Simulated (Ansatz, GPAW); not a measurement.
# hexatriene-1,6-dithiol between two Pt chains: relaxation, then transmission at several levels, part 3 of 4

Aim: the conductance of hexatriene-1,6-dithiol between two Pt chains after relaxation, and whether geometry, basis or functional moves it most.

GPAW 26.7.0 and Ansatz 0.2.0; Ansatz plane waves; relaxation of the junction with the lead ends held (the session's first sound run).

So far, transmission at the Fermi level (one spin): step 3 (plane-wave reference (PBE)) 0.0973.

### Step 4. GPAW, dzp

Localised orbitals split the wire into layers that couple to their neighbours alone, which is what the Green's function method needs; double zeta with polarisation is the usual level for numbers.

This step: GPAW LCAO, PAW setups; Landauer transmission from Green's functions with principal layers (ASE), zero bias (GPAW 26.7.0).

run.py

```python
import json
import numpy as np
from ase import Atoms
from ase.transport.calculators import TransportCalculator
from gpaw import GPAW, FermiDirac
from gpaw.lcao.tools import get_lcao_hamiltonian
from scipy.linalg import eigh

# The junction with lead layers at both ends, along the third cell vector
device = Atoms(
    ['Pt', 'Pt', 'Pt', 'Pt', 'Pt', 'Pt', 'Pt', 'Pt', 'S', 'C', 'H', 'H', 'C', 'C', 'H', 'H', 'C', 'C', 'H', 'H', 'C', 'S', 'Pt', 'Pt', 'Pt', 'Pt', 'Pt', 'Pt', 'Pt', 'Pt'],
    positions=[
        [6.08030, 4.50000, 1.20000],
        [6.08030, 4.50000, 3.60000],
        [6.08030, 4.50000, 6.00000],
        [6.08030, 4.50000, 8.40000],
        [6.08030, 4.50000, 10.80000],
        [6.08030, 4.50000, 13.20000],
        [4.66715, 4.59028, 15.10802],
        [5.20756, 4.53872, 17.47305],
        [3.81945, 4.56728, 19.12898],
        [4.26004, 4.55098, 20.76076],
        [6.41387, 4.51730, 20.89545],
        [3.35039, 4.56333, 21.37474],
        [5.47676, 4.52795, 21.45852],
        [5.50743, 4.52035, 22.85455],
        [7.63320, 4.49129, 23.12180],
        [4.54521, 4.53058, 23.37725],
        [6.67101, 4.50154, 23.64459],
        [6.70162, 4.49580, 25.04061],
        [8.82830, 4.46680, 25.12555],
        [5.76446, 4.50571, 25.60361],
        [7.91813, 4.47756, 25.73881],
        [8.35691, 4.46726, 27.37119],
        [6.96540, 4.48486, 29.02458],
        [7.49942, 4.46568, 31.39100],
        [6.08030, 4.50000, 33.29597],
        [6.08030, 4.50000, 35.69597],
        [6.08030, 4.50000, 38.09597],
        [6.08030, 4.50000, 40.49597],
        [6.08030, 4.50000, 42.89597],
        [6.08030, 4.50000, 45.29597]],
    cell=[[12.16059, 0.0, 0.0], [0.0, 9.0, 0.0], [0.0, 0.0, 46.49597]],
    pbc=True)

# One principal layer of the lead: the first 5 atoms of the device
lead = Atoms(
    ['Pt', 'Pt', 'Pt', 'Pt', 'Pt'],
    positions=[
        [6.08030, 4.50000, 1.20000],
        [6.08030, 4.50000, 3.60000],
        [6.08030, 4.50000, 6.00000],
        [6.08030, 4.50000, 8.40000],
        [6.08030, 4.50000, 10.80000]],
    cell=[[12.16059, 0.0, 0.0], [0.0, 9.0, 0.0], [0.0, 0.0, 12.0]],
    pbc=True)

settings = dict(mode='lcao', basis='dzp', xc='PBE', h=0.2,
                occupations=FermiDirac(0.1), maxiter=250,
                mixer=dict(beta=0.1, nmaxold=8, weight=100.0),
                convergence=dict(density=0.0001))
energies = np.arange(-2, 2 + 1e-9, 0.025)
eta = 0.0001
n1, n2 = 1, 1
# k and -k transmit alike, so half of the mesh across the current serves
mesh = [(i, j) for i in range(n1) for j in range(n2) if (i, j) <= (-i % n1, -j % n2)]
weights = np.array([1 if (i, j) == (-i % n1, -j % n2) else 2 for i, j in mesh]) / (n1 * n2)

# [... helper functions left out ...]
fermi_lead = ground_state(lead, (1, 1, 10), 'lead.txt')
fermi_device = ground_state(device, (1, 1, 2), 'device.txt')
# [... loop over the mesh left out, but for ...]
        # Shift the lead onto the potential of the device's first layer
        shift = ((H[:, 0, 0] - H0[:, 0, 0]) / S0[0, 0]).real.mean()
# [...]
kT = 8.617333e-5 * 300
bias = [0.1, 0.2, 0.5, 1.0, 1.5, 2.0]
# [... integrals and printing left out ...]
```

The run is started by

```console
$ OMP_NUM_THREADS=1 OPENBLAS_NUM_THREADS=1 python run.py
```

Numbers of over 12 decimals in the logs are rounded to 6 here.

Output:

```text
basis functions: device 566, principal layer 135
Fermi level: lead -4.8869 eV, device -4.4492 eV; lead shifted by -0.0041 eV
largest coupling past the next layer 8.09e-06 eV, largest misfit of the first layer 0.112 eV
  E-E_F (eV)   T (one spin)  [channel counts left out]
    -2.000    6.9314e-01
    -1.975    7.0626e-01
    -1.950    7.1737e-01
    -1.925    7.2634e-01
    -1.900    7.3310e-01
    -1.875    7.3770e-01
    -1.850    7.4028e-01
    -1.825    7.4105e-01
    -1.800    7.4032e-01
    -1.775    7.3848e-01
    -1.750    7.3600e-01
    -1.725    7.3344e-01
    -1.700    7.3145e-01
    -1.675    7.3084e-01
    -1.650    7.3273e-01
    -1.625    7.3926e-01
[...]
1.825    1.0058e-05
     1.850    9.8830e-06
     1.875    9.7157e-06
     1.900    9.5362e-06
     1.925    9.1931e-06
     1.950    9.9102e-06
     1.975    9.5035e-06
     2.000    9.3718e-06
conductance at 300 K: 0.11888 G0 a cell; thermopower 96.17 uV/K
current from the zero-bias T(E) at 0.1 V: 0.99938 uA
current from the zero-bias T(E) at 0.2 V: 2.4728 uA
current from the zero-bias T(E) at 0.5 V: 10.671 uA
current from the zero-bias T(E) at 1.0 V: 21.993 uA
current from the zero-bias T(E) at 1.5 V: 35.467 uA
current from the zero-bias T(E) at 2.0 V: 51.678 uA
```

Wall time 11 min (1 thread of Arm Neoverse N1, shared host); peak memory 2 GiB.

Numbers from this step:

```
conductance                                    : 0.1189 G₀
thermopower                                    : 96.17 μV/K
largest coupling past the next principal layer : 8.09e-6 eV
largest misfit of the first principal layer    : 0.1121 eV
shift that aligns the lead                     : -0.004139 eV
basis functions of the junction                : 566
basis functions of a principal layer           : 135
transmission at the Fermi level (one spin)     : 0.09333
```

One spin. Table of transmission, zone mean by energy, zero at the Fermi level:

```csv
energy (eV),"transmission, zone mean"
-2.000,0.693
-1.900,0.733
-1.800,0.740
-1.700,0.731
-1.600,0.750
-1.500,0.831
-1.400,0.998
-1.300,0.236
-1.200,0.0440
-1.100,0.0628
-1.000,0.455
-0.900,0.985
-0.875,0.994
-0.800,0.899
-0.700,0.821
-0.600,0.640
-0.500,0.517
-0.400,0.248
-0.300,0.321
-0.200,0.879
-0.100,0.398
0.000,0.0933
0.100,0.0447
0.200,0.0433
0.300,0.118
0.375,0.893
0.400,0.261
0.500,0.0123
0.600,0.00237
0.700,3.5e-4
0.800,1.1e-4
0.900,7.7e-5
1.000,5.3e-5
1.100,3.7e-5
1.200,2.8e-5
1.300,2.1e-5
1.400,1.7e-5
1.500,1.5e-5
1.600,1.3e-5
1.700,1.1e-5
1.800,1.0e-5
1.900,9.5e-6
2.000,9.4e-6
```

Not self-consistent under bias; the bias window is split evenly. Current through one cell, from the zero-bias transmission against bias:

```csv
bias (V),"current through one cell, from the zero-bias transmission (μA)"
0.100,0.999
0.200,2.47
0.500,10.7
1.000,22.0
1.500,35.5
2.000,51.7
```

Transmission of the three most open eigenchannels against energy, zero at the Fermi level:

```csv
energy (eV),channel 1,channel 2,channel 3
-2.000,0.691,0.00220,7.1e-8
-1.900,0.730,0.00292,2.0e-7
-1.800,0.736,0.00392,7.4e-7
-1.700,0.726,0.00541,5.5e-6
-1.600,0.735,0.0142,3.0e-4
-1.500,0.826,0.00499,2.6e-5
-1.400,0.996,0.00160,4.2e-5
-1.300,0.235,0.00120,1.7e-5
-1.200,0.0378,0.00623,2.3e-5
-1.100,0.0545,0.00827,1.6e-5
-1.000,0.453,0.00178,1.9e-5
-0.900,0.984,0.00131,1.8e-5
-0.800,0.898,8.7e-4,1.5e-5
-0.700,0.820,4.7e-4,1.5e-5
-0.600,0.640,2.7e-4,1.6e-5
-0.500,0.516,2.1e-4,1.8e-5
-0.400,0.248,1.2e-4,1.7e-5
-0.300,0.320,1.8e-4,1.4e-5
-0.200,0.879,1.6e-4,2.5e-6
-0.100,0.398,6.5e-5,5.1e-7
0.000,0.0933,5.3e-5,2.2e-7
0.100,0.0447,4.5e-5,9.5e-8
0.200,0.0433,4.0e-5,3.3e-8
0.300,0.118,3.7e-5,6.8e-10
0.400,0.261,2.7e-5,1.5e-11
0.500,0.0123,2.9e-5,0
0.600,0.00234,3.6e-5,2.8e-12
0.700,2.9e-4,5.8e-5,1.7e-12
0.800,1.1e-4,0,0
0.900,7.7e-5,0,0
```

At the Fermi level T is 0.0933 against 0.0973 in plane waves. Couplings past the next layer reach 8.1e-6 eV, small enough to drop; the matrix elements of the cell's first layer differ from the bulk lead's by up to 0.11 eV. That layer keeps its own values in the calculation, and only beyond it is the lead taken as perfect. The Fermi levels of lead and junction count from different zeros of potential, one for each periodic cell; with both set to zero, the small remaining shift is what aligns them. Without spin-orbit coupling, which is large for these atoms, channel counts and T are those of the scalar-relativistic bands. By hand: G = 0.1189 × 77.48 μS = 9.21 μS, a resistance of 109 kΩ; at 0.1 V a linear junction would pass 0.921 μA, and the integral over the bias window gives 0.999 μA. Mott's formula, S = -(π²/3)(k_B²T/e) d ln T/dE, has the prefactor 7.33 μV/K·eV at 300 K; T = 0.1264 at -0.025 eV and 0.07242 at 0.025 eV give a slope of -11.1 per eV and S = 81.6 μV/K, beside 96.2 μV/K from the thermal integral, which interpolates the same grid.

### Step 5. Single-zeta polarised basis

The second zeta is dropped, the polarisation orbitals stay.

run.py: that of step 4 with these lines changed.

```diff
@@ -57,3 +57,3 @@
 
-settings = dict(mode='lcao', basis='dzp', xc='PBE', h=0.2,
+settings = dict(mode='lcao', basis='szp(dzp)', xc='PBE', h=0.2,
                 occupations=FermiDirac(0.1), maxiter=250,
```

Output:

```text
basis functions: device 336, principal layer 75
Fermi level: lead -5.0145 eV, device -4.7849 eV; lead shifted by -0.0039 eV
largest coupling past the next layer 8.13e-06 eV, largest misfit of the first layer 0.126 eV
  E-E_F (eV)   T (one spin)  [channel counts left out]
    -2.000    7.8514e-01
    -1.975    8.0347e-01
    -1.950    8.1977e-01
[...]
1.975    1.0336e-05
     2.000    1.0220e-05
conductance at 300 K: 0.11018 G0 a cell; thermopower 79.08 uV/K
current from the zero-bias T(E) at 0.1 V: 0.91889 uA
current from the zero-bias T(E) at 0.2 V: 2.2519 uA
current from the zero-bias T(E) at 0.5 V: 11.383 uA
current from the zero-bias T(E) at 1.0 V: 20.968 uA
current from the zero-bias T(E) at 1.5 V: 31.619 uA
current from the zero-bias T(E) at 2.0 V: 46.657 uA
```

Elapsed: 7.2 min, on 1 thread; peak memory 2 GiB.

Numbers from this step:

```
conductance                                    : 0.1102 G₀
thermopower                                    : 79.08 μV/K
largest coupling past the next principal layer : 8.13e-6 eV
largest misfit of the first principal layer    : 0.1257 eV
shift that aligns the lead                     : -0.003949 eV
basis functions of the junction                : 336
basis functions of a principal layer           : 75
transmission at the Fermi level (one spin)     : 0.08953
```

The conductance, 0.110 G₀, lies 7.3 % below that of the dzp run.

### Step 6. GPAW, sz: basis = "sz(dzp)"

The minimal basis is the cheapest rung: no second zeta and no polarisation.

run.py: that of step 5 with these lines changed.

```diff
@@ -57,3 +57,3 @@
 
-settings = dict(mode='lcao', basis='szp(dzp)', xc='PBE', h=0.2,
+settings = dict(mode='lcao', basis='sz(dzp)', xc='PBE', h=0.2,
                 occupations=FermiDirac(0.1), maxiter=250,
```

Output:

```text
basis functions: device 230, principal layer 60
Fermi level: lead -5.0351 eV, device -4.8715 eV; lead shifted by -0.0015 eV
largest coupling past the next layer 8.11e-06 eV, largest misfit of the first layer 0.074 eV
  E-E_F (eV)   T (one spin)  [channel counts left out]
    -2.000    7.3112e-01
    -1.975    7.4534e-01
    -1.950    7.5757e-01
[...]
1.975    6.9085e-06
     2.000    6.7904e-06
conductance at 300 K: 0.12684 G0 a cell; thermopower 70.35 uV/K
current from the zero-bias T(E) at 0.1 V: 1.0614 uA
current from the zero-bias T(E) at 0.2 V: 2.6225 uA
current from the zero-bias T(E) at 0.5 V: 13.19 uA
current from the zero-bias T(E) at 1.0 V: 21.281 uA
current from the zero-bias T(E) at 1.5 V: 35.484 uA
current from the zero-bias T(E) at 2.0 V: 47.953 uA
```

The job ended after 4.8 min (1 thread; peak memory 1.9 GiB).

This step gave:

```
conductance                                    : 0.1268 G₀
thermopower                                    : 70.35 μV/K
largest coupling past the next principal layer : 8.11e-6 eV
largest misfit of the first principal layer    : 0.07404 eV
shift that aligns the lead                     : -0.001509 eV
basis functions of the junction                : 230
basis functions of a principal layer           : 60
transmission at the Fermi level (one spin)     : 0.1018
```

One spin. Table of transmission, zone mean by energy, zero at the Fermi level:

energy (eV), transmission, zone mean and a bar:
```
   -2.000      0.731 ######################
   -1.900      0.776 #######################
   -1.800      0.792 ########################
   -1.700      0.792 ########################
   -1.600      0.800 ########################
   -1.500      0.850 ##########################
   -1.400      0.970 #############################
   -1.375      0.994 ##############################
   -1.300      0.766 #######################
   -1.200      0.077 ##
   -1.100      0.045 #
   -1.000      0.155 #####
   -0.900      0.568 #################
   -0.800      0.978 #############################
   -0.775      0.996 ##############################
   -0.700      0.935 ############################
   -0.600      0.665 ####################
   -0.500      0.467 ##############
   -0.400      0.234 #######
   -0.300      0.299 #########
   -0.200      0.865 ##########################
   -0.100      0.365 ###########
    0.000      0.102 ###
    0.100      0.082 ##
    0.200      0.475 ##############
    0.225      0.985 ##############################
    0.300      0.042 #
    0.400      0.004 
    0.500      0.001 
    0.600      0.000 
    0.700      0.000 
    0.800      0.000 
    0.900      0.000 
    1.000      0.000 
    1.100      0.000 
    1.200      0.000 
    1.300      0.000 
    1.400      0.000 
    1.500      0.000 
    1.600      0.000 
    1.700      0.000 
    1.800      0.000 
    1.900      0.000 
    2.000      0.000
```

The conductance, 0.127 G₀, lies 6.7 % above that of the dzp run.

### Step 7. RPBE in the dzp basis: xc = "RPBE"

Back in the dzp basis, the functional changes from PBE to RPBE, to set the spread between functionals beside that between bases.

run.py: that of step 6 with these lines changed.

```diff
@@ -57,3 +57,3 @@
 
-settings = dict(mode='lcao', basis='sz(dzp)', xc='PBE', h=0.2,
+settings = dict(mode='lcao', basis='dzp', xc='RPBE', h=0.2,
                 occupations=FermiDirac(0.1), maxiter=250,
```

Output:

```text
basis functions: device 566, principal layer 135
Fermi level: lead -4.7817 eV, device -4.3514 eV; lead shifted by -0.0046 eV
largest coupling past the next layer 8.00e-06 eV, largest misfit of the first layer 0.114 eV
  E-E_F (eV)   T (one spin)  [channel counts left out]
    -2.000    6.8550e-01
    -1.975    6.9890e-01
    -1.950    7.1034e-01
[...]
1.975    9.3435e-06
     2.000    9.1826e-06
conductance at 300 K: 0.11823 G0 a cell; thermopower 92.67 uV/K
current from the zero-bias T(E) at 0.1 V: 0.99019 uA
current from the zero-bias T(E) at 0.2 V: 2.4322 uA
current from the zero-bias T(E) at 0.5 V: 10.673 uA
current from the zero-bias T(E) at 1.0 V: 22.099 uA
current from the zero-bias T(E) at 1.5 V: 35.367 uA
current from the zero-bias T(E) at 2.0 V: 51.638 uA
```

It took 11 min on 1 thread; peak memory 2 GiB.

Numbers from this step:

```yaml
conductance: 0.1182 G₀
thermopower: 92.67 μV/K
largest_coupling_past_the_next_principal_layer: 8.00e-6 eV
largest_misfit_of_the_first_principal_layer: 0.1136 eV
shift_that_aligns_the_lead: -0.004560 eV
basis_functions_of_the_junction: 566
basis_functions_of_a_principal_layer: 135
transmission_at_the_fermi_level_one_spin: 0.09407
```

One spin. The transmission, zone mean by energy, zero at the Fermi level:

```csv
energy (eV),"transmission, zone mean"
-2.000,0.686
-1.800,0.736
-1.600,0.747
-1.400,0.996
-1.200,0.0473
-1.000,0.494
-0.900,0.994
-0.800,0.880
-0.600,0.638
-0.400,0.241
-0.200,0.876
0.000,0.0941
0.200,0.0463
0.375,0.789
0.400,0.225
0.600,0.00231
0.800,1.0e-4
1.000,5.3e-5
1.200,2.8e-5
1.400,1.8e-5
1.600,1.3e-5
1.800,1.0e-5
2.000,9.2e-6
```

The conductance, 0.118 G₀, lies 0.5 % below that of the dzp run.

### Step 8. Without the relaxation: geometry = "as built"

The dzp basis with PBE on the structure as first built shows what the relaxation was worth.

run.py: that of step 7 with these lines changed.

```diff
@@ -18,20 +18,20 @@
         [6.08030, 4.50000, 13.20000],
-        [4.66715, 4.59028, 15.10802],
-        [5.20756, 4.53872, 17.47305],
-        [3.81945, 4.56728, 19.12898],
-        [4.26004, 4.55098, 20.76076],
-        [6.41387, 4.51730, 20.89545],
-        [3.35039, 4.56333, 21.37474],
-        [5.47676, 4.52795, 21.45852],
-        [5.50743, 4.52035, 22.85455],
-        [7.63320, 4.49129, 23.12180],
-        [4.54521, 4.53058, 23.37725],
-        [6.67101, 4.50154, 23.64459],
-        [6.70162, 4.49580, 25.04061],
-        [8.82830, 4.46680, 25.12555],
-        [5.76446, 4.50571, 25.60361],
-        [7.91813, 4.47756, 25.73881],
-        [8.35691, 4.46726, 27.37119],
-        [6.96540, 4.48486, 29.02458],
-        [7.49942, 4.46568, 31.39100],
+        [6.08030, 4.50000, 15.60000],
+        [6.08030, 4.50000, 18.00000],
+        [4.02697, 4.49998, 19.14295],
+        [4.17771, 4.49997, 20.86602],
+        [6.28822, 4.49999, 20.91861],
+        [3.25001, 4.49997, 21.43131],
+        [5.36331, 4.49998, 21.49130],
+        [5.48760, 4.49998, 22.93363],
+        [7.59584, 4.49999, 22.98486],
+        [4.56477, 4.49997, 23.51111],
+        [6.67300, 4.49998, 23.56235],
+        [6.79729, 4.49997, 25.00468],
+        [8.91059, 4.49997, 25.06467],
+        [5.87238, 4.49997, 25.57736],
+        [7.98289, 4.49997, 25.62995],
+        [8.13363, 4.49996, 27.35303],
+        [6.08030, 4.50000, 28.49597],
+        [6.08030, 4.50000, 30.89597],
         [6.08030, 4.50000, 33.29597],
@@ -57,3 +57,3 @@
 
-settings = dict(mode='lcao', basis='dzp', xc='RPBE', h=0.2,
+settings = dict(mode='lcao', basis='dzp', xc='PBE', h=0.2,
                 occupations=FermiDirac(0.1), maxiter=250,
```

Output:

```text
basis functions: device 566, principal layer 135
Fermi level: lead -4.8869 eV, device -4.5073 eV; lead shifted by 0.0008 eV
largest coupling past the next layer 8.09e-06 eV, largest misfit of the first layer 0.110 eV
  E-E_F (eV)   T (one spin)  [channel counts left out]
    -2.000    5.2773e-01
    -1.975    4.1644e-01
    -1.950    3.3355e-01
[...]
1.975    6.2448e-05
     2.000    6.7856e-05
conductance at 300 K: 0.59857 G0 a cell; thermopower -54.19 uV/K
current from the zero-bias T(E) at 0.1 V: 4.5479 uA
current from the zero-bias T(E) at 0.2 V: 8.4301 uA
current from the zero-bias T(E) at 0.5 V: 13.503 uA
current from the zero-bias T(E) at 1.0 V: 22.093 uA
current from the zero-bias T(E) at 1.5 V: 35.286 uA
current from the zero-bias T(E) at 2.0 V: 46.581 uA
```

Wall time 9.2 min (1 thread); peak memory 2 GiB.

This step gave:

```
conductance                                    : 0.5986 G₀
thermopower                                    : -54.19 μV/K
largest coupling past the next principal layer : 8.09e-6 eV
largest misfit of the first principal layer    : 0.1096 eV
shift that aligns the lead                     : 7.60e-4 eV
transmission at the Fermi level (one spin)     : 0.6076
```

One spin. The transmission, zone mean by energy, zero at the Fermi level:

energy (eV), transmission, zone mean and a bar:
```
   -2.000      0.528 ################
   -1.800      0.134 ####
   -1.600      0.125 ####
   -1.475      0.861 ##########################
   -1.400      0.078 ##
   -1.200      0.111 ###
   -1.000      0.170 #####
   -0.800      0.919 ############################
   -0.750      0.986 ##############################
   -0.600      0.568 #################
   -0.400      0.743 #######################
   -0.200      0.052 ##
    0.000      0.608 ##################
    0.050      0.988 ##############################
    0.200      0.191 ######
    0.400      0.031 #
    0.600      0.007 
    0.800      0.000 
    1.000      0.000 
    1.200      0.000 
    1.400      0.000 
    1.600      0.000 
    1.800      0.000 
    2.000      0.000
```

The conductance, 0.599 G₀, lies a factor of 5.0 above that of the dzp run.

### Step 9. Cost and result by level

Times are wall times on the hardware named with each run. The series side by side:

```csv
no.,run,conductance (G₀),time,memory (GiB)
1,pw PBE,0.1130,3.3 h,6.4
2,dzp,0.1189,11 min,2.0
3,szp,0.1102,7.2 min,2.0
4,sz,0.1268,4.8 min,1.9
5,dzp RPBE,0.1182,11 min,2.0
6,asbuilt,0.5986,9.2 min,2.0
```

(Continued in part 4 of 4.)

[Logs are printed without paths, hosts, clocks, repeated set-up lines and the standing remarks that a program may print on its own settings, such as how far it seeks lower states.]

[Hosts, paths, dates, database ids (printed as entryN), source tags and the programs' standing remarks are cut or masked in the printed files.]
